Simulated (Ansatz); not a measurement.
Harmonic frequencies (cm⁻¹) at PBE0-D4/def2-TZVP from Ansatz: 552, 644, 703, 760, 851, 904, 925, 947, 1061, 1066, 1160, 1209, 1296, 1405, 1446, 1505, 1584, 3258, 3273, 3293, 3690.

Problem. Which molecule is it?
A. `c1cn[nH]c1`
B. `Fc1ccc[se]1`
C. `O=C1C=CC(=O)O1`
D. `CC(=N)C#N`

Solution. A.
